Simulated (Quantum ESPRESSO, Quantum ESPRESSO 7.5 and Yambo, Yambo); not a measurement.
# Quasiparticle gap of NaF (Villiaumite) in Yambo

How does a plane-wave GW calculation on NaF (Villiaumite) run from the first input to the gap?

Main program and level: Quantum ESPRESSO 7.5 and Yambo 5.3.0; PBE and many-body steps on it, plane waves.

The database entry behind the starting cell differs from later determinations by our own check (0.1 to 0.3 % short, probably kX units), so it need not match the best structure at ambient conditions.

### 1. Set-up

It takes space group Fm-3m (No. 225, cubic). Conventional cell: a = 4.620 Å, b = 4.620 Å, c = 4.620 Å, α = 90.00°, β = 90.00°, γ = 90.00°. Na has 6 F at 2.31 Å nearest. Nearest to F lie 6 Na at 2.31 Å. Farther neighbours and most contacts between anions are not listed.

The cell and positions come from the Crystallography Open Database and are kept as given unless a step says otherwise.

### 2. Ground state

This step: Quantum ESPRESSO 7.5; DFT, PBE, plane waves, norm-conserving pseudopotentials.

The ground-state density comes first.

File pw.in:

```
&control
  calculation = 'scf'
  prefix = 'x'
  outdir = 'o'
  pseudo_dir = 'pseudo'
/
&system
  ibrav = 0
  nat = 2
  ntyp = 2
  ecutwfc = 76.0
  nbnd = 13
  force_symmorphic = .true.
/
&electrons
  conv_thr = 1e-10
  electron_maxstep = 80
  mixing_beta = 0.5
/
ATOMIC_SPECIES
  Na 22.99 Na.upf
  F 18.998 F.upf
CELL_PARAMETERS angstrom
  -0.0000000000 2.3100000000 2.3100000000
  2.3100000000 0.0000000000 2.3100000000
  2.3100000000 2.3100000000 0.0000000000
ATOMIC_POSITIONS crystal
  Na 0.0000000000 0.0000000000 0.0000000000
  F 0.5000000000 0.5000000000 0.5000000000
K_POINTS automatic
  8 8 8 0 0 0
```

Launch:

```
$ OMP_NUM_THREADS=1 mpirun -n 4 pw.x -nk 4 -in pw.in > pw.out
```

What it wrote:

```text
Program PWSCF v.7.5 starts

     This program is part of the open-source Quantum ESPRESSO suite
     for quantum simulation of materials; please cite
         "P. Giannozzi et al., J. Phys.:Condens. Matter 21 395502 (2009);
         "P. Giannozzi et al., J. Phys.:Condens. Matter 29 465901 (2017);
         "P. Giannozzi et al., J. Chem. Phys. 152 154105 (2020);
     in publications or presentations arising from this work. More details at
     Message from routine setup:
     using ibrav=0 with symmetry is DISCOURAGED, use correct ibrav instead

     G-vector sticks info

     bravais-lattice index     =            0
     lattice parameter (alat)  =       6.1734  a.u.
     unit-cell volume          =     166.3652 (a.u.)^3
     number of atoms/cell      =            2
     number of atomic types    =            2
     number of electrons       =        16.00
     number of Kohn-Sham states=           13
     kinetic-energy cutoff     =      76.0000  Ry
     charge density cutoff     =     304.0000  Ry
     scf convergence threshold =      1.0E-10
     mixing beta               =       0.5000
     number of iterations used =            8  plain     mixing
     Exchange-correlation= PBE
                           (   1   4   3   4   0   0   0)

     celldm(1)=   6.173420  celldm(2)=   0.000000  celldm(3)=   0.000000
     celldm(4)=   0.000000  celldm(5)=   0.000000  celldm(6)=   0.000000

     crystal axes: (cart. coord. in units of alat)
               a(1) = (  -0.000000   0.707107   0.707107 )
               a(2) = (   0.707107   0.000000   0.707107 )
               a(3) = (   0.707107   0.707107   0.000000 )

     reciprocal axes: (cart. coord. in units 2 pi/alat)
               b(1) = ( -0.707107  0.707107  0.707107 )
               b(2) = (  0.707107 -0.707107  0.707107 )
               b(3) = (  0.707107  0.707107 -0.707107 )
     Pseudo is Norm-conserving, Zval =  9.0
     Generated using ONCVPSP code by D. R. Hamann
     Using radial grid of 1992 points,  4 beta functions with:
     Pseudo is Norm-conserving + core correction, Zval =  7.0
     Generated using ONCVPSP code by D. R. Hamann
     Using radial grid of  832 points,  5 beta functions with:
     Na                9.00    22.99000     Na( 1.00)
     F                 7.00    18.99800     F ( 1.00)

     48 Sym. Ops., with inversion, found

   Cartesian axes

     site n.     atom                  positions (alat units)
         1        Na     tau(   1) = (   0.0000000   0.0000000   0.0000000  )
         2        F      tau(   2) = (   0.7071068   0.7071068   0.7071068  )

     number of k points=    29
                       cart. coord. in units 2pi/alat
        k(    1) = (   0.0000000   0.0000000   0.0000000), wk =   0.0039062
        k(    2) = (   0.0883883   0.0883883  -0.0883883), wk =   0.0312500
        k(    3) = (   0.1767767   0.1767767  -0.1767767), wk =   0.0312500
        k(    4) = (   0.2651650   0.2651650  -0.2651650), wk =   0.0312500
        k(    5) = (  -0.3535534  -0.3535534   0.3535534), wk =   0.0156250
        k(    6) = (   0.1767767   0.0000000   0.0000000), wk =   0.0234375
        k(    7) = (   0.2651650   0.0883883  -0.0883883), wk =   0.0937500
        k(    8) = (   0.3535534   0.1767767  -0.1767767), wk =   0.0937500
        k(    9) = (  -0.2651650  -0.4419417   0.4419417), wk =   0.0937500
        k(   10) = (  -0.1767767  -0.3535534   0.3535534), wk =   0.0937500
     [... 17 further rows ...]
        k(   28) = (  -0.7071068   0.1767767  -0.0000000), wk =   0.0468750
        k(   29) = (  -0.7071068   0.3535534   0.0000000), wk =   0.0234375

     Dense  grid:    14841 G-vectors     FFT dimensions: (  36,  36,  36)

     Initial potential from superposition of free atoms

     starting charge      15.9937, renormalised to      16.0000
     Starting wfcs are    9 randomized atomic wfcs +    4 random wfcs

     per-process dynamical memory:    16.3 Mb

     Self-consistent Calculation

     iteration #  1     ecut=    76.00 Ry     beta= 0.50

     total energy              =    -140.90506870 Ry
     estimated scf accuracy    <       0.20541905 Ry

     iteration #  2     ecut=    76.00 Ry     beta= 0.50

     total energy              =    -140.96074677 Ry
     estimated scf accuracy    <       0.03093438 Ry

     iteration #  3     ecut=    76.00 Ry     beta= 0.50

     total energy              =    -140.96573482 Ry
     estimated scf accuracy    <       0.00248183 Ry

     iteration #  4     ecut=    76.00 Ry     beta= 0.50

     total energy              =    -140.96592800 Ry
     estimated scf accuracy    <       0.00003913 Ry

     iteration #  5     ecut=    76.00 Ry     beta= 0.50

     total energy              =    -140.96593756 Ry
     estimated scf accuracy    <       0.00000303 Ry

     iteration #  6     ecut=    76.00 Ry     beta= 0.50

     total energy              =    -140.96593817 Ry
     estimated scf accuracy    <       0.00000085 Ry

     iteration #  7     ecut=    76.00 Ry     beta= 0.50

     total energy              =    -140.96593823 Ry
     estimated scf accuracy    <       0.00000002 Ry

     iteration #  8     ecut=    76.00 Ry     beta= 0.50

     total energy              =    -140.96593824 Ry
     estimated scf accuracy    <          9.4E-10 Ry

     iteration #  9     ecut=    76.00 Ry     beta= 0.50

     End of self-consistent calculation

          k = 0.0000 0.0000 0.0000 (  1837 PWs)   bands (ev):

   -46.0612 -18.1124 -17.9444 -17.9444 -17.9444   0.9991   0.9991   0.9991
     7.3887  20.1552  20.1552  20.1552  22.9761

          k = 0.0884 0.0884-0.0884 (  1868 PWs)   bands (ev):

   -46.0592 -18.3435 -17.9465 -17.9465 -17.6943   0.7042   0.9609   0.9609
     7.9350  18.3913  20.3920  20.3920  24.6607

          k = 0.1768 0.1768-0.1768 (  1880 PWs)   bands (ev):

   -46.0544 -18.5826 -17.9509 -17.9509 -17.4082   0.1027   0.8702   0.8702
     9.2562  16.2769  20.9069  20.9069  23.9808

          k = 0.2652 0.2652-0.2652 (  1868 PWs)   bands (ev):

     [... further k-points ...]

     highest occupied, lowest unoccupied level (ev):     0.9991    7.3887

!    total energy              =    -140.96593824 Ry
     estimated scf accuracy    <          6.5E-12 Ry

     The total energy is the sum of the following terms:
     one-electron contribution =     -77.23621110 Ry
     hartree contribution      =      45.26614007 Ry
     xc contribution           =     -24.99890268 Ry
     ewald contribution        =     -83.99696453 Ry

     convergence has been achieved in   9 iterations

     XML data file, charge density, pseudopotentials, collected wavefunctions

=------------------------------------------------------------------------------=
   JOB DONE.
=------------------------------------------------------------------------------=
```

Run time: 3.6 s. Hardware: 4 MPI ranks of Arm Neoverse V1, shared host; peak memory 0.2 GiB.

This step gave:

- total energy: -1917.9393 eV
- gap: 6.390 eV
- k of the valence top: 0, 0, 0
- k of the conduction bottom: 0, 0, 0
- least direct gap: 6.390 eV

The gap is direct, at Γ.

### 3. Bands along the symmetry lines

The cheap functional maps the bands first; the places of the edges decide which points the dearer methods must see.

File pw.in:

```
&control
  calculation = 'bands'
  prefix = 'x'
  outdir = 'o'
  pseudo_dir = 'pseudo'
/
&system
  ibrav = 0
  nat = 2
  ntyp = 2
  ecutwfc = 76.0
  nbnd = 14
  force_symmorphic = .true.
/
&electrons
  conv_thr = 1e-9
  electron_maxstep = 80
  diago_full_acc = .true.
  diago_thr_init = 5e-6
/
ATOMIC_SPECIES
  Na 22.99 Na.upf
  F 18.998 F.upf
CELL_PARAMETERS angstrom
  -0.0000000000 2.3100000000 2.3100000000
  2.3100000000 0.0000000000 2.3100000000
  2.3100000000 2.3100000000 0.0000000000
ATOMIC_POSITIONS crystal
  Na 0.0000000000 0.0000000000 0.0000000000
  F 0.5000000000 0.5000000000 0.5000000000
K_POINTS crystal
  50
  0.00000000 0.00000000 0.00000000 1
  0.06250000 0.00000000 0.06250000 1
  0.12500000 0.00000000 0.12500000 1
  0.18750000 0.00000000 0.18750000 1
  0.25000000 0.00000000 0.25000000 1
  0.31250000 0.00000000 0.31250000 1
  0.37500000 0.00000000 0.37500000 1
  0.43750000 0.00000000 0.43750000 1
  0.50000000 0.00000000 0.50000000 1
  0.51562500 0.03125000 0.51562500 1
  0.53125000 0.06250000 0.53125000 1
  0.54687500 0.09375000 0.54687500 1
  0.56250000 0.12500000 0.56250000 1
  0.57812500 0.15625000 0.57812500 1
  0.59375000 0.18750000 0.59375000 1
  0.60937500 0.21875000 0.60937500 1
  0.62500000 0.25000000 0.62500000 1
  0.37500000 0.37500000 0.75000000 1
  0.32812500 0.32812500 0.65625000 1
  0.28125000 0.28125000 0.56250000 1
  0.23437500 0.23437500 0.46875000 1
  0.18750000 0.18750000 0.37500000 1
  0.14062500 0.14062500 0.28125000 1
  0.09375000 0.09375000 0.18750000 1
  0.04687500 0.04687500 0.09375000 1
  0.00000000 0.00000000 0.00000000 1
  0.06250000 0.06250000 0.06250000 1
  0.12500000 0.12500000 0.12500000 1
  0.18750000 0.18750000 0.18750000 1
  0.25000000 0.25000000 0.25000000 1
  0.31250000 0.31250000 0.31250000 1
  0.37500000 0.37500000 0.37500000 1
  0.43750000 0.43750000 0.43750000 1
  0.50000000 0.50000000 0.50000000 1
  0.50000000 0.46875000 0.53125000 1
  0.50000000 0.43750000 0.56250000 1
  0.50000000 0.40625000 0.59375000 1
  0.50000000 0.37500000 0.62500000 1
  0.50000000 0.34375000 0.65625000 1
  0.50000000 0.31250000 0.68750000 1
  0.50000000 0.28125000 0.71875000 1
  0.50000000 0.25000000 0.75000000 1
  0.50000000 0.21875000 0.71875000 1
  0.50000000 0.18750000 0.68750000 1
  0.50000000 0.15625000 0.65625000 1
  0.50000000 0.12500000 0.62500000 1
  0.50000000 0.09375000 0.59375000 1
  0.50000000 0.06250000 0.56250000 1
  0.50000000 0.03125000 0.53125000 1
  0.50000000 0.00000000 0.50000000 1
```

What it wrote:

```text
[banner, memory and clock lines left out]
Program PWSCF v.7.5 starts

     Atomic positions and unit cell read from directory:
     o/x.save/

     Message from routine setup:
     using ibrav=0 with symmetry is DISCOURAGED, use correct ibrav instead

     G-vector sticks info

     bravais-lattice index     =            0
     lattice parameter (alat)  =       6.1734  a.u.
     unit-cell volume          =     166.3652 (a.u.)^3
     number of atoms/cell      =            2
     number of atomic types    =            2
     number of electrons       =        16.00
     number of Kohn-Sham states=           14
     kinetic-energy cutoff     =      76.0000  Ry
     charge density cutoff     =     304.0000  Ry
     Exchange-correlation= PBE
                           (   1   4   3   4   0   0   0)

     celldm(1)=   6.173420  celldm(2)=   0.000000  celldm(3)=   0.000000
     celldm(4)=   0.000000  celldm(5)=   0.000000  celldm(6)=   0.000000

     crystal axes: (cart. coord. in units of alat)
               a(1) = (  -0.000000   0.707107   0.707107 )
               a(2) = (   0.707107   0.000000   0.707107 )
               a(3) = (   0.707107   0.707107   0.000000 )

     reciprocal axes: (cart. coord. in units 2 pi/alat)
               b(1) = ( -0.707107  0.707107  0.707107 )
               b(2) = (  0.707107 -0.707107  0.707107 )
               b(3) = (  0.707107  0.707107 -0.707107 )
     Pseudo is Norm-conserving, Zval =  9.0
     Generated using ONCVPSP code by D. R. Hamann
     Using radial grid of 1992 points,  4 beta functions with:
     Pseudo is Norm-conserving + core correction, Zval =  7.0
     Generated using ONCVPSP code by D. R. Hamann
     Using radial grid of  832 points,  5 beta functions with:
     Na                9.00    22.99000     Na( 1.00)
     F                 7.00    18.99800     F ( 1.00)

     48 Sym. Ops., with inversion, found

   Cartesian axes

     site n.     atom                  positions (alat units)
         1        Na     tau(   1) = (   0.0000000   0.0000000   0.0000000  )
         2        F      tau(   2) = (   0.7071068   0.7071068   0.7071068  )

     number of k points=    50
                       cart. coord. in units 2pi/alat
        k(    1) = (   0.0000000   0.0000000   0.0000000), wk =   0.0400000
        k(    2) = (   0.0000000   0.0883883   0.0000000), wk =   0.0400000
        k(    3) = (   0.0000000   0.1767767   0.0000000), wk =   0.0400000
[...]
[... 38 further rows ...]
        k(   49) = (   0.0441942   0.7071068   0.0000000), wk =   0.0400000
        k(   50) = (   0.0000000   0.7071068   0.0000000), wk =   0.0400000

     Dense  grid:    14841 G-vectors     FFT dimensions: (  36,  36,  36)

     The potential is recalculated from file :
     o/x.save/charge-density

     Starting wfcs are    9 randomized atomic wfcs +    5 random wfcs

     Band Structure Calculation

     End of band structure calculation

          k = 0.0000 0.0000 0.0000 (  1837 PWs)   bands (ev):

   -46.0612 -18.1124 -17.9444 -17.9444 -17.9444   0.9991   0.9991   0.9991
     7.3887  20.1552  20.1552  20.1552  22.9761  25.2676

          k = 0.0000 0.0884 0.0000 (  1860 PWs)   bands (ev):

   -46.0605 -18.2240 -17.9466 -17.9466 -17.8239   0.9016   0.9819   0.9819
     7.5791  19.4193  20.1883  20.1883  23.9314  24.6712

          k = 0.0000 0.1768 0.0000 (  1864 PWs)   bands (ev):

   -46.0586 -18.3587 -17.9524 -17.9524 -17.6650   0.6566   0.9339   0.9339
     8.1068  18.2107  20.2796  20.2796  23.3798  25.6756

          k = 0.0000 0.2652-0.0000 (  1860 PWs)   bands (ev):

[...]
k =-0.0000 0.4419 0.0000 (  1868 PWs)   bands (ev):

[...]
k = 0.0000 0.5303-0.0000 (  1868 PWs)   bands (ev):

[...]
k =-0.0000 0.6187 0.0000 (  1836 PWs)   bands (ev):

[...]
k = 0.5303 0.5303-0.0000 (  1850 PWs)   bands (ev):

[...]
k = 0.1326 0.7071-0.0000 (  1850 PWs)   bands (ev):

[...]
k = 0.0884 0.7071-0.0000 (  1842 PWs)   bands (ev):

[...]
k = 0.0442 0.7071 0.0000 (  1850 PWs)   bands (ev):

   -46.0434 -18.0868 -18.0442 -17.9996 -17.8171  -0.2720   0.5831   0.5865
    14.2476  14.4215  14.7851  20.7895  20.9683  25.2786

          k = 0.0000 0.7071 0.0000 (  1868 PWs)   bands (ev):

   -46.0434 -18.0878 -17.9989 -17.9989 -17.8640  -0.2793   0.5928   0.5928
    14.2463  14.4239  14.7464  20.9053  20.9053  25.1583

     XML data file, pseudopotentials, collected wavefunctions
```

Run time: 2.1 s. Hardware: 4 MPI ranks; peak memory 0.18 GiB.

Numbers from this step:

| Property | Result |
| --- | --- |
| gap | 6.390 eV |
| k of the valence top | 0, 0, 0 |
| k of the conduction bottom | 0, 0, 0 |
| least direct gap | 6.390 eV |

The gap is 6.390 eV, as in the run before at this level.

Electronic bands along the path, in eV, zero at the top of the highest filled band; v1 is the highest filled band, c1 the lowest empty one:

| point | v4 | v3 | v2 | v1 | c1 | c2 | c3 | c4 |
| --- | --- | --- | --- | --- | --- | --- | --- | --- |
| Γ | -18.94 | 0.00 | 0.00 | 0.00 | 6.39 | 19.16 | 19.16 | 19.16 |
| halfway | -18.50 | -0.90 | -0.21 | -0.21 | 8.82 | 15.14 | 19.27 | 19.56 |
| X | -18.86 | -1.28 | -0.41 | -0.41 | 13.25 | 13.42 | 13.75 | 19.91 |
| halfway | -18.67 | -1.22 | -0.54 | -0.40 | 13.26 | 13.37 | 14.05 | 19.58 |
| U | -18.45 | -1.06 | -0.83 | -0.37 | 12.94 | 13.33 | 14.85 | 19.55 |
| jump to K | -18.45 | -1.06 | -0.83 | -0.37 | 12.94 | 13.33 | 14.85 | 19.55 |
| halfway | -18.35 | -1.01 | -0.32 | -0.17 | 9.03 | 14.85 | 18.39 | 21.12 |
| Γ | -18.94 | 0.00 | 0.00 | 0.00 | 6.39 | 19.16 | 19.16 | 19.16 |
| halfway | -18.41 | -0.90 | -0.13 | -0.13 | 8.26 | 15.28 | 19.91 | 19.91 |
| L | -18.13 | -1.59 | -0.25 | -0.25 | 10.88 | 12.57 | 20.25 | 20.25 |
| halfway | -18.27 | -1.31 | -0.58 | -0.34 | 11.89 | 12.82 | 17.27 | 19.13 |
| W | -18.44 | -0.87 | -0.87 | -0.57 | 13.32 | 13.32 | 15.34 | 17.03 |
| halfway | -18.58 | -1.17 | -0.55 | -0.49 | 13.27 | 13.39 | 14.33 | 18.54 |
| X | -18.86 | -1.28 | -0.41 | -0.41 | 13.25 | 13.42 | 13.75 | 19.91 |

The electronic bands as a text plot (rows in eV, shown from -8.0 to 12.4 only):

```
   12.0 |          ++      +                          ++
   11.1 |         +         ++                   +++++
   10.3 |       ++            ++                +
    9.4 |                       +            +++
    8.6 |     ++                            +
    7.7 |    +                   ++        +
    6.9 | +++                      +++  +++
    6.0 |+                            ++
    5.2 |
    4.3 |
    3.5 |
    2.6 |
    1.8 |
    0.9 |
    0.1 |**********        ****************************
   -0.8 |    ***** ******************      ****      ************
   -1.6 |         ******                       ********       ***
   -2.5 |
   -3.3 |
   -4.2 |
   -5.0 |
   -5.9 |
   -6.7 |
   -7.6 |
         Γ           X  U|K            Γ         L        W     X
```

(Part 1 of 2 ends here.)

[Paths, hosts, dates, memory and timing lines, banners, echoed tables and standing remarks are left out of the program output.]

[Logs are printed without paths, hosts, clocks, repeated set-up lines and the standing remarks that a program may print on its own settings, such as how far it seeks lower states.]

[Runs of the session that timed out or met a known fault of the program may be left out.]

[Hosts, paths, dates, database ids (printed as entryN), source tags and the programs' standing remarks are cut or masked in the printed files.]
